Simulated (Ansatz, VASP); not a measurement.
# Cross-check of Hf between VASP and Ansatz, part 2 of 2

Aim: how closely do two programs agree when they are given the same cell, functional and k mesh? The cell is taken from a series of runs on this material, whose earlier steps may have relaxed, scaled, displaced or heated it; both programs get it as it stands.

VASP 6.6.1 and Ansatz 0.2.0.

So far: The structure; VASP: relaxation of cell and atoms, PBE, pair 1; Ansatz: relaxation of cell and atoms, PBE, pair 1; Differences.

## 5. VASP: relaxation of cell and atoms, PBE, pair 2

Level of this step: PBE; plane waves and PAW (Hf_pv) (VASP).

The relaxed volume is the usual yardstick between codes: in a stiff, nearly cubic crystal its relative difference is about their pressure difference at one cell divided by the bulk modulus.

The input, INCAR:

```
SYSTEM = Hf
PREC = Accurate
ENCUT = 500
EDIFF = 1E-07
NELM = 120
ISMEAR = 1
SIGMA = 0.2
LREAL = .FALSE.
ALGO = Normal
GGA = PE
NBANDS = 16
LASPH = .TRUE.
LORBIT = 11
LWAVE = .FALSE.
LCHARG = .FALSE.
ISIF = 3
IBRION = 2
NSW = 80
EDIFFG = -0.005
GGA_COMPAT = .FALSE.
NELMIN = 4
KPAR = 2
```

The input, POSCAR:

```
Hf
1.0
   -1.7720030000      1.7720030000      1.7720030000
    1.7720030000     -1.7720030000      1.7720030000
    3.5440060000      3.5440060000      0.0000000000
Hf
2
Direct
    0.9361530426      0.0638469574      0.0000000000
    0.5638469574      0.4361530426      0.5000000000
```

The input, KPOINTS:

```
Automatic mesh
0
Gamma
14 14 8
0 0 0
```

Potentials, in the order of the species: Hf_pv (PBE family, release 64).

Command:

```bash
> mpirun -np 2 vasp_std
```

Numbers of over 12 decimals in the logs are rounded to 6 here.

Output:

```text
[... set-up lines as in an earlier step ...]
 entering main loop
       N       E                     dE             d eps       ncg     rms          rms(c)
DAV:   1     0.461498610780E+02    0.46150E+02   -0.10806E+04  9144   0.115E+03
DAV:   2    -0.187645511789E+02   -0.64914E+02   -0.63591E+02 12160   0.249E+02
DAV:   3    -0.203225389422E+02   -0.15580E+01   -0.15490E+01 12344   0.263E+01
DAV:   4    -0.203346915337E+02   -0.12153E-01   -0.12150E-01 11160   0.288E+00
[...]
DAV:  12    -0.196592681245E+02    0.44350E-06   -0.26394E-07 11616   0.407E-03    0.917E-03
DAV:  13    -0.196592679332E+02    0.19133E-06   -0.93448E-08  6912   0.235E-03    0.199E-03
DAV:  14    -0.196592679535E+02   -0.20331E-07   -0.12218E-08  5936   0.935E-04
   1 F= -.19659268E+02 E0= -.19660304E+02  d E =-.196593E+02
[... from here on, the cycles between the ionic steps are left out ...]
   2 F= -.19735376E+02 E0= -.19735823E+02  d E =-.761083E-01
   3 F= -.19743845E+02 E0= -.19744624E+02  d E =-.845775E-01
   4 F= -.19744110E+02 E0= -.19744823E+02  d E =-.848420E-01
  10 F= -.19820960E+02 E0= -.19821988E+02  d E =-.104576E-01
  11 F= -.19828844E+02 E0= -.19829778E+02  d E =-.183421E-01
  12 F= -.19829076E+02 E0= -.19830017E+02  d E =-.185736E-01
  13 F= -.19833678E+02 E0= -.19834694E+02  d E =-.460234E-02
  14 F= -.19837378E+02 E0= -.19838513E+02  d E =-.830210E-02
  15 F= -.19840470E+02 E0= -.19841861E+02  d E =-.309200E-02
  16 F= -.19846921E+02 E0= -.19848901E+02  d E =-.954311E-02
  17 F= -.19845906E+02 E0= -.19847911E+02  d E =-.852800E-02
  18 F= -.19848813E+02 E0= -.19850994E+02  d E =-.114350E-01
  19 F= -.19849040E+02 E0= -.19851221E+02  d E =-.227190E-03
 trial-energy change:   -0.000227  1 .order   -0.000226   -0.000483    0.000031
 step:   1.0002(harm=  0.9993)  dis= 0.00121  next Energy=   -19.849041 (dE=-0.228E-03)
 reached required accuracy - stopping structural energy minimisation
```

From OUTCAR (step 5):

```text
  Total       -0.0083872     -0.0083872      0.0021780      0.0016374     -0.0000000     -0.0000000
  in kB       -0.2994869     -0.2994869      0.0777699      0.0584682     -0.0000000     -0.0000000
  external PRESSURE =      -0.1737346 kB  Pullay stress =       0.0000000 kB

 POSITION                                       TOTAL-FORCE (eV/Angst)
 -----------------------------------------------------------------------------------
     -1.63375      1.63375      1.60082         0.000393     -0.000393     -0.000000
      1.46066      2.11385      1.60082        -0.000393      0.000393      0.000000
 -----------------------------------------------------------------------------------
    total drift:                               -0.000000      0.000000     -0.000000

  FREE ENERGIE OF THE ION-ELECTRON SYSTEM (eV)
  ---------------------------------------------------
  free  energy   TOTEN  =       -19.8490401235 eV

  energy  without entropy=      -19.8555836503  energy(sigma->0) =      -19.85122130

[... 1 part as in an earlier step ...]

[... 3 further parts left out ...]
[key lines of the parts left out:]
E-fermi :   4.9135
```

The run keeps the 8 symmetry operations of its start, so it cannot find a distortion of lower symmetry.

## 6. Ansatz: relaxation of cell and atoms, PBE, pair 2

The same cell, functional, mesh and smearing now go to Ansatz, which takes its cutoff from its data sets.

The cell is taken from a series of runs on this material, whose earlier steps may have relaxed, scaled, displaced or heated it; both programs get it as it stands.

The input, input.yaml:

```yaml
crystal:
  lattice:
    - [-1.772003176, 1.772003176, 1.772003176]
    - [1.772003176, -1.772003176, 1.772003176]
    - [3.544006352, 3.544006352, 0.0]
  atoms:
    - { symbol: Hf, position: [-0.063846999, 0.063846999, 0.0] }
    - { symbol: Hf, position: [0.563846999, 0.436153001, 0.5] }
kpoints:
  mp_grid: { grid: [14, 14, 8] }
hamiltonian:
  xc: pbe
  pseudopotentials: { kind: paw, azcp: { folder: soft_1 } }
scf:
  occupations: { method: methfessel_paxton, width: 0.2 }
output:
  forces: true
  stress: true
  eigenvalues: true
relax:
  adjacent_minimum: "off"
  f_tol: 0.002
  max_steps: 120
  cell: { stress_tol: 0.03 }
```

Command:

```bash
> ansatz run input.yaml --threads 4 --pin off --max-ram 16384MiB --backend cpu --events-out ev --progress --plain --runs-dir out
```

Output:

```text
[...]
Crystal: 2 atoms, lattice volume = 44.513 Å³
Basis set: ecut = 420 eV, 865 PW (Γ), exchange–correlation on 48×48×72 points (8 copies of the dense FFT grid, shifted against one another)
Bands: 32, of which v1, the nominal top of the filled ones, is band 26 counted from 1 (25 counted from 0)
Symmetry: 8 space group operations
[...]
k-points: 285 of 1568
[...]
k-point 284: bands = [... 22 lower, 14.6342, 14.6342, 17.0496, 17.0496, 19.1778, 19.1778, 20.6517, 20.6517, ... 2 higher]
--- Relaxed structure (8 steps of the walk, 8 accepted, 2 SCFs on fresh bases) ---
[...]
cell:  # Å, volume = 45.0476 Å³
    - [-1.962695, 1.962695, 1.602511]
    - [1.962695, -1.962695, 1.602511]
    - [3.580613, 3.580613, 0.0]
  atoms:
    - { symbol: Hf, position: [-0.083329, 0.083329, 0.0] }
    - { symbol: Hf, position: [0.583329, 0.416671, 0.500000] }
[key lines of the parts left out:]
SCF converged after 4 iterations
Free energy (F): -31444.414219 eV
Fermi energy:    18.038424 eV
P = ⅓ Tr σ = 0.0002 GPa (0.002 kbar)
```

## 7. Comparison

What differs besides the data sets and the points named for the pairs above, as far as they apply: the data sets hold 52 valence electrons in Ansatz (on its PAW soft_1 files) and 20 in VASP. Total energies have different zeros and are not compared.

The two programs side by side:

| quantity | Ansatz | VASP | difference |
| --- | --- | --- | --- |
| volume (Å³) | 45.05 | 44.87 | +0.40 % |
| edge a after relaxation, in the typed setting (Å) | 3.205 | 3.201 | +0.12 % |
| edge c after relaxation, in the typed setting (Å) | 5.064 | 5.055 | +0.17 % |

## 8. VASP: relaxation of cell and atoms, PBE, pair 3

The relaxed volume is the usual yardstick between codes: in a stiff, nearly cubic crystal its relative difference is about their pressure difference at one cell divided by the bulk modulus. This pair takes another cell of the material, with 4 atoms against 2 for the pair before.

INCAR: that of step 5 with these lines changed.

```diff
@@ -10,3 +10,3 @@
 GGA = PE
-NBANDS = 16
+NBANDS = 26
 LASPH = .TRUE.
```

The input, POSCAR:

```
Hf
1.0
    1.5592010000     -5.8646540000      0.0000000000
    1.5592010000      5.8646540000      0.0000000000
    0.0000000000      0.0000000000      4.9049760000
Hf
4
Direct
    0.8210493748      0.1789506252      0.7500000000
    0.1789506252      0.8210493748      0.2500000000
    0.5666116023      0.4333883977      0.7500000000
    0.4333883977      0.5666116023      0.2500000000
```

The input, KPOINTS:

```
Automatic mesh
0
Gamma
14 14 10
0 0 0
```

Command:

```bash
> mpirun -np 2 vasp_std
```

Output:

```text
[banner, memory and clock lines left out]
running    2 mpi-ranks, on    1 nodes
[...]
LDA part: xc-table for (Slater+PW92), standard interpolation
 POSCAR, INCAR and KPOINTS ok, starting setup
[...]
entering main loop
       N       E                     dE             d eps       ncg     rms          rms(c)
DAV:   1     0.147851652208E+03    0.14785E+03   -0.22269E+04 17928   0.143E+03
DAV:   2    -0.320765857527E+02   -0.17993E+03   -0.17636E+03 21110   0.338E+02
DAV:   3    -0.407459147876E+02   -0.86693E+01   -0.83572E+01 23850   0.446E+01
DAV:   4    -0.409756314715E+02   -0.22972E+00   -0.22749E+00 22204   0.700E+00
[...]
DAV:  14    -0.395083026363E+02   -0.10114E-06   -0.19251E-06 23444   0.924E-03    0.863E-03
DAV:  15    -0.395083022358E+02    0.40056E-06   -0.24487E-07 14020   0.285E-03    0.537E-04
DAV:  16    -0.395083022398E+02   -0.40004E-08   -0.14983E-08 10360   0.814E-04
   1 F= -.39508302E+02 E0= -.39507825E+02  d E =-.395083E+02
[... from here on, the cycles between the ionic steps are left out ...]
   2 F= -.39508185E+02 E0= -.39507656E+02  d E =0.117328E-03
   3 F= -.39508822E+02 E0= -.39508320E+02  d E =-.519355E-03
   4 F= -.39508821E+02 E0= -.39508320E+02  d E =-.519225E-03
   5 F= -.39508849E+02 E0= -.39508359E+02  d E =-.271770E-04
   6 F= -.39508854E+02 E0= -.39508373E+02  d E =-.328480E-04
   7 F= -.39508866E+02 E0= -.39508389E+02  d E =-.116793E-04
   8 F= -.39508871E+02 E0= -.39508397E+02  d E =-.164056E-04
[...]
reached required accuracy - stopping structural energy minimisation
```

Parts of OUTCAR (step 8):

```text
  Total        0.0184411      0.0076573      0.0009219      0.0000000      0.0000000      0.0000000
  in kB        0.3307377      0.1373320      0.0165349      0.0000000      0.0000000      0.0000000
  external PRESSURE =       0.1615348 kB  Pullay stress =       0.0000000 kB

 POSITION                                       TOTAL-FORCE (eV/Angst)
 -----------------------------------------------------------------------------------
      1.55735     -3.75844      3.67718         0.000000     -0.002517     -0.000000
      1.55735      3.75844      1.22573         0.000000      0.002517      0.000000
      1.55735     -0.78020      3.67718         0.000000      0.002530      0.000000
      1.55735      0.78020      1.22573         0.000000     -0.002530     -0.000000
 -----------------------------------------------------------------------------------
    total drift:                               -0.000000      0.000000      0.000000

  FREE ENERGIE OF THE ION-ELECTRON SYSTEM (eV)
  ---------------------------------------------------
  free  energy   TOTEN  =       -39.5088707182 eV

  energy  without entropy=      -39.5074503314  energy(sigma->0) =      -39.50839726

[... 1 part as in an earlier step ...]

[... 3 further parts left out ...]
[key lines of the parts left out:]
E-fermi :   4.7434
```

## 9. Ansatz: relaxation of cell and atoms, PBE, pair 3

The same cell, functional, mesh and smearing now go to Ansatz, which takes its cutoff from its data sets.

The cell is taken from a series of runs on this material, whose earlier steps may have relaxed, scaled, displaced or heated it; both programs get it as it stands.

input.yaml, the sections that differ from step 6:

```yaml
crystal:
  lattice:
    - [1.5592010347, -5.8646536788, 0.0]
    - [1.5592010347, 5.8646536788, 0.0]
    - [0.0, 0.0, 4.9049760253]
  atoms:
    - { symbol: Hf, position: [0.8210494041, 0.1789505959, 0.75] }
    - { symbol: Hf, position: [0.1789505959, 0.8210494041, 0.25] }
    - { symbol: Hf, position: [0.5666115727, 0.4333884273, 0.75] }
    - { symbol: Hf, position: [0.4333884273, 0.5666115727, 0.25] }
kpoints:
  mp_grid: { grid: [14, 14, 10] }
relax:
  adjacent_minimum: "off"
  f_tol: 0.001
  max_steps: 60
  cell: { stress_tol: 0.01 }
# hamiltonian, scf, output: as in step 6
```

Command:

```bash
> ansatz run input.yaml --threads 4 --pin off --max-ram 16384MiB --backend cpu --events-out ev --progress --plain --runs-dir out
```

Output:

```text
[...]
Crystal: 4 atoms, lattice volume = 89.704 Å³
Basis set: ecut = 420 eV, 1755 PW (Γ), exchange–correlation on 90×90×72 points (8 copies of the dense FFT grid, shifted against one another)
Bands: 63, of which v1, the nominal top of the filled ones, is band 52 counted from 1 (51 counted from 0)
Symmetry: 8 space group operations
[...]
k-points: 342 of 1960
[...]
--- Relaxed structure (4 steps of the walk, 4 accepted, 1 SCFs on fresh bases) ---
[...]
cell:  # Å, volume = 89.7033 Å³
    - [1.558945, -5.861047, 0.0]
    - [1.558945, 5.861047, 0.0]
    - [0.0, 0.0, 4.908769]
  atoms:
    - { symbol: Hf, position: [0.821342, 0.178658, 0.750000] }
    - { symbol: Hf, position: [0.178658, 0.821342, 0.250000] }
    - { symbol: Hf, position: [0.566765, 0.433235, 0.750000] }
    - { symbol: Hf, position: [0.433235, 0.566765, 0.250000] }
[key lines of the parts left out:]
SCF converged after 6 iterations
Free energy (F): -62888.639610 eV
Fermi energy:    17.925784 eV
P = ⅓ Tr σ = 0.0002 GPa (0.002 kbar)
```

## 10. Side by side

What differs besides the data sets and the points named for the pairs above, as far as they apply: the data sets hold 104 valence electrons in Ansatz (on its PAW soft_1 files) and 40 in VASP. Total energies have different zeros and are not compared.

Both answers:

| quantity | Ansatz | VASP | difference |
| --- | --- | --- | --- |
| volume (Å³) | 89.70 | 89.33 | +0.41 % |
| edge a after relaxation, in the typed setting (Å) | 6.065 | 6.054 | +0.19 % |
| edge c after relaxation, in the typed setting (Å) | 4.909 | 4.903 | +0.12 % |

## 11. Outcome

| Item | Value |
| --- | --- |
| difference in volume (relaxation of cell and atoms, PBE, pair 1) | 0.41 % |
| difference in volume (relaxation of cell and atoms, PBE, pair 2) | 0.40 % |
| difference in volume (relaxation of cell and atoms, PBE, pair 3) | 0.41 % |

The difference in volume is 0.41 % (relaxation of cell and atoms, PBE, pair 3), within the 1.2 % picked in this series as the mark of a large difference, as far as the stopping tolerances let one tell. The data sets hold unlike numbers of valence electrons (52 in Ansatz and 20 in VASP and 104 in Ansatz and 40 in VASP), so part of the differences comes from the potentials. 2 further runs of this series are not shown here. Such differences can come from data sets, numerical settings and the points named under the comparisons, not from the functional's error against experiment.

[Lines on the potential files, build, host, timing and source positions are cut from VASP's logs without a mark.]

[Logs are printed without paths, hosts, clocks, repeated set-up lines and the standing remarks that a program may print on its own settings, such as how far it seeks lower states.]

[Hosts, paths, dates, database ids (printed as entryN), source tags and the programs' standing remarks are cut or masked in the printed files.]
